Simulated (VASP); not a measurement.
# KF (Carobbiite) (Fm-3m) in VASP: notebook

One crystal, KF (Carobbiite), is run at these levels: PBEsol; tasks: single point.

Everything below comes from runs of VASP 6.6.1. Logs are shortened: lines on timing, memory, paths and dates and some standing lists are left out, and cuts for length are marked.

## Step 1: The crystal as given

Symmetry: Fm-3m, No. 225, cubic system. Conventional cell: a = 5.344 Å, b = 5.344 Å, c = 5.344 Å, α = 90.00°, β = 90.00°, γ = 90.00°. K (site symmetry m-3m) has 6 F at 2.67 Å as nearest neighbours. F (site symmetry m-3m) has 6 K at 2.67 Å as nearest neighbours.

## Step 2: Single point, PBEsol

Input file INCAR:

```
ADDGRID = F
ALGO = Normal
EDIFF = 1E-6
ENCUT = 220
GGA = PS
ISIF = 2
ISMEAR = 0
LASPH = T
LCHARG = F
LREAL = F
LWAVE = F
NBANDS = 15
NELM = 100
PREC = Accurate
SIGMA = 0.05
```

Input file KPOINTS:

```
k-points
0
Gamma
  8 8 8
```

Input file POSCAR:

```
KF
1.0
    0.0000000000      2.6718500000      2.6718500000
    2.6718500000      0.0000000000      2.6718500000
    2.6718500000      2.6718500000      0.0000000000
K F
1 1
Direct
    0.0000000000      0.0000000000      0.0000000000
    0.5000000000      0.5000000000      0.5000000000
```

Potentials or basis: VASP PAW PBE potentials, release 64 (K_sv, F).

Started as:

```bash
> cat potpaw_PBE.64/K_sv/POTCAR potpaw_PBE.64/F/POTCAR > POTCAR
> mpirun -np 1 vasp_std > vasp.out
```

OUTCAR:

```text
EDIFF = 1E-6
   ENCUT = 220
   GGA = PS
   ISIF = 2
   ISMEAR = 0
   LASPH = T
   LREAL = F
   NELM = 100
   PREC = Accurate

 Found     29 irreducible k-points:

 Following reciprocal coordinates:
            Coordinates               Weight
  0.000000  0.000000  0.000000      1.000000
  0.125000  0.000000  0.000000      8.000000
  0.250000  0.000000  0.000000      8.000000
  0.375000  0.000000  0.000000      8.000000
  0.500000  0.000000  0.000000      4.000000
  0.125000  0.125000  0.000000      6.000000
   k-points           NKPTS =     29   k-points in BZ     NKDIM =     29   number of bands    NBANDS=     15
   number of dos      NEDOS =    301   number of ions     NIONS =      2
   total plane-waves  NPLWV =   5832
   dimension x,y,z NGX =    18 NGY =   18 NGZ =   18
   dimension x,y,z NGXF=    36 NGYF=   36 NGZF=   36
   ions per type =               1   1
   NGX,Y,Z   is equivalent  to a cutoff of   7.92,  7.92,  7.92 a.u.
   NGXF,Y,Z  is equivalent  to a cutoff of  15.84, 15.84, 15.84 a.u.
 SYSTEM =  unknown system
   PREC   = accura    normal or accurate (medium, high low for compatibility)
   ISTART =      0    job   : 0-new  1-cont  2-samecut
   ICHARG =      2    charge: 1-file 2-atom 10-const
   ISPIN  =      1    spin polarized calculation?
   LNONCOLLINEAR =      F non collinear calculations
   LSORBIT =      F    spin-orbit coupling
   LASPH  =      T    aspherical Exc in radial PAW
   ENCUT  =  220.0 eV  16.17 Ry    4.02 a.u.   4.57  4.57  4.57*2*pi/ulx,y,z
   NELM   =    100;   NELMIN=  2; NELMDL= -5     # of ELM steps
   EDIFF  = 0.1E-05   stopping-criterion for ELM
   LREAL  =      F    real-space projection
   EDIFFG = 0.1E-04   stopping-criterion for IOM
   NSW    =      0    number of steps for IOM
   IBRION =     -1    ionic relax: 0-MD 1-quasi-New 2-CG
   NFREE  =      0    steps in history (QN), initial steepest desc. (CG)
   ISIF   =      2    stress and relaxation
   ISYM   =      2    0-nonsym 1-usesym 2-fastsym
   POTIM  = 0.5000    time-step for ionic-motion
   TEBEG  =    0.0;   TEEND  =   0.0 temperature during run
   PSTRESS=    0.0 pullay stress
   NELECT =      16.0000    total number of electrons
   NUPDOWN=      -1.0000    fix difference up-down
   EMIN   =  10.00;   EMAX   =-10.00  energy-range for DOS
   EFERMI =   0.00;   METHOD = LEGACY
   ISMEAR =     0;   SIGMA  =   0.05  broadening in eV -4-tet -1-fermi 0-gaus
   EFERMI_NEDOS =   21; number of points for ismear=-14 and -15
   IALGO  =     38    algorithm
   IMIX   =      4    mixing-type and parameters
     AMIX     =   0.40;   BMIX     =  1.00
     AMIX_MAG =   1.60;   BMIX_MAG =  1.00
  volume/ion in A,a.u.               =      19.07       128.72
  Fermi-wavevector in a.u.,A,eV,Ry     =   1.225442  2.315750 20.431978  1.501708
  Thomas-Fermi vector in A             =   2.360480
   LORBIT       =      0    0 simple, 1 ext, 2 COOP (PROOUT), +10 PAW based schemes
   GGA     = PS    functional components
   LHFCALC =     F    Hartree Fock is set to
   AEXX    =    0.0000 exact exchange contribution
   IVDW    =     0    specifies the selected vdW correction
   LEPSILON=     F    determine dielectric tensor
   LRPA    =     F    only Hartree local field effects (RPA)
 non-spin polarized calculation
 Gauss-broadening in eV      SIGMA  =   0.05
  energy-cutoff  :      220.00
  volume of cell :       38.15
 maximum number of plane-waves:       295
   NGX =  9   NGY =  9   NGZ =  9

 number of electron      16.0000017 magnetization

 Free energy of the ion-electron system (eV)
  ---------------------------------------------------
  ext. energy  EPLUGINS =         0.00000000
  ---------------------------------------------------
  free energy    TOTEN  =        -8.51325905 eV

  energy without entropy =       -8.51325905  energy(sigma->0) =       -8.51325905

 E-fermi :  -3.1614     XC(G=0):  -8.5735

 val. band max:       -3.4487039197   @ k =   0.5000   0.5000   0.0000
 cond. band min:       3.1333684351   @ k =   0.0000   0.0000   0.0000
 fundamental gap:      6.5820723548
 Fermi energy:        -3.1614322450

 k-point     1 :       0.0000    0.0000    0.0000
  band No.  band energies     occupation
      1     -28.8554      2.00000
      2     -22.7010      2.00000
      3     -12.1632      2.00000
      4     -12.1632      2.00000
      5     -12.1632      2.00000
      6      -3.4505      2.00000
      7      -3.4503      2.00000
      8      -3.4503      2.00000
      9       3.1334      0.00000
     10       7.8012      0.00000
     11       7.8012      0.00000
     12       7.8012      0.00000
     13       9.4621      0.00000
     14       9.4621      0.00000
     15      13.9399      0.00000

 k-point     2 :       0.1250    0.0000    0.0000
  band No.  band energies     occupation
      1     -28.8405      2.00000
      2     -22.7116      2.00000
      3     -12.2092      2.00000
      4     -12.1680      2.00000
      5     -12.1680      2.00000
      6      -3.6575      2.00000
      7      -3.4579      2.00000
      8      -3.4578      2.00000
      9       3.5915      0.00000
     10       7.5360      0.00000
     11       8.0139      0.00000
     12       8.0139      0.00000
     13       9.6299      0.00000
     14       9.6299      0.00000
     15      14.7059      0.00000
[... 41 lines left out ...]
      3     -12.4633      2.00000
      4     -12.1963      2.00000
      5     -12.1963      2.00000
      6      -3.9430      2.00000
      7      -3.7289      2.00000
      8      -3.7287      2.00000
      9       6.3053      0.00000
     10       7.5991      0.00000
     11       9.2765      0.00000
     12       9.2766      0.00000
     13      11.5451      0.00000
     14      11.5451      0.00000
     15      13.4434      0.00000

 k-point     6 :       0.1250    0.1250    0.0000
  band No.  band energies     occupation
      1     -28.8367      2.00000
      2     -22.7987      2.00000
      3     -12.1970      2.00000
      4     -12.1970      2.00000
      5     -12.1847      2.00000
      6      -3.8423      2.00000
      7      -3.6413      2.00000
      8      -3.6412      2.00000
      9       3.6917      0.00000
     10       7.2254      0.00000
     11       8.2035      0.00000
     12       8.2035      0.00000
     13       9.6214      0.00000
     14       9.6785      0.00000
     15      14.9581      0.00000

 [... further k-points ...]

------------------------ aborting loop because EDIFF is reached ----------------------------------------

  FORCE on cell =-STRESS in cart. coord.  units (eV):
  Direction    XX          YY          ZZ          XY          YZ          ZX
  --------------------------------------------------------------------------------------
  -------------------------------------------------------------------------------------
  Total      -26.5261163    -26.5261163    -26.5261163      0.0000000      0.0000000      0.0000000
  in kB    -1114.0842577  -1114.0842577  -1114.0842577      0.0000000      0.0000000      0.0000000
  external PRESSURE =   -1114.0842577 kB  Pullay stress =       0.0000000 kB

 VOLUME and BASIS-vectors are now :
 -----------------------------------------------------------------------------
  energy-cutoff  :      220.00
  volume of cell :       38.15
      direct lattice vectors                 reciprocal lattice vectors
     0.000000000  2.671850000  2.671850000    -0.187136254  0.187136254  0.187136254
     2.671850000  0.000000000  2.671850000     0.187136254 -0.187136254  0.187136254
     2.671850000  2.671850000  0.000000000     0.187136254  0.187136254 -0.187136254

 POSITION                                       TOTAL-FORCE (eV/Angst)
 -----------------------------------------------------------------------------------
      0.00000      0.00000      0.00000         0.000000      0.000000      0.000000
      2.67185      2.67185      2.67185        -0.000000     -0.000000     -0.000000
 -----------------------------------------------------------------------------------
    total drift:                               -0.000000      0.000000      0.000000

  FREE ENERGIE OF THE ION-ELECTRON SYSTEM (eV)
  ---------------------------------------------------
  free  energy   TOTEN  =        -8.5132590491 eV

  energy  without entropy=       -8.5132590491  energy(sigma->0) =       -8.51325905
```

Wall time 6.5 s (1 thread of Intel Xeon Platinum 8488C (Sapphire Rapids), shared host); peak memory 0.11 GiB.

The run converged, but a check on its numbers failed (symmetry, net force, bounds or a known fault of this set-up), so they aren't taken as properties of the crystal.

Caveat: the cutoff lies under the usual one of these potentials, so the numbers hold a large basis-set error; a pressure of tens of GPa on the cell as given is suspect, and the run, the potentials or the cell itself is likely at fault; the PAW data sets were made with another functional, which shifts forces and pressure a little.

## Step 3: Single point, PBEsol

Changes to INCAR since step 2:

```diff
@@ -3,3 +3,3 @@
 EDIFF = 1E-6
-ENCUT = 220
+ENCUT = 400
 GGA = PS
```

Input file KPOINTS:

```
k-points
0
Gamma
  6 6 6
```

POSCAR is that of step 2.

Potentials or basis: VASP PAW PBE potentials, release 64 (K_sv, F).

Started as:

```bash
> cat potpaw_PBE.64/K_sv/POTCAR potpaw_PBE.64/F/POTCAR > POTCAR
> mpirun -np 1 vasp_std > vasp.out
```

It took 8.1 s on 1 thread of Intel Xeon Platinum 8488C (Sapphire Rapids), shared host; peak memory 0.14 GiB.

These settings aren't checked as converged: the numbers below hold their error.

What came out:

```
Free energy            : -8.5320 eV
Band gap on the k mesh : 6.06 eV, direct
```

Caveat: the cutoff is under 1.25 times the usual one of these potentials, so pressure, stress and relaxed cells hold a basis-set (Pulay) error; the PAW data sets were made with another functional, which shifts forces and pressure a little.

## Step 4: Single point, PBEsol

Changes to INCAR since step 3:

```diff
@@ -3,3 +3,3 @@
 EDIFF = 1E-6
-ENCUT = 400
+ENCUT = 650
 GGA = PS
```

Input file KPOINTS:

```
k-points
0
Gamma
  5 5 5
```

POSCAR is that of step 3.

Started as:

```bash
> cat potpaw_PBE.64/K_sv/POTCAR potpaw_PBE.64/F/POTCAR > POTCAR
> mpirun -np 1 vasp_std > vasp.out
```

Wall time 7.7 s (1 thread of Intel Xeon Platinum 8488C (Sapphire Rapids), shared host); peak memory 0.17 GiB.

The run converged, but some of its settings lie outside the range that counts as converged, so its numbers aren't taken as properties of the crystal.

What came out:

```
Free energy            : -8.5222 eV
Pressure               : -0.7 GPa
Band gap on the k mesh : 6.03 eV, direct
```

Caveat: the PAW data sets were made with another functional, which shifts forces and pressure a little.

(Continued in part 2 of 2.)
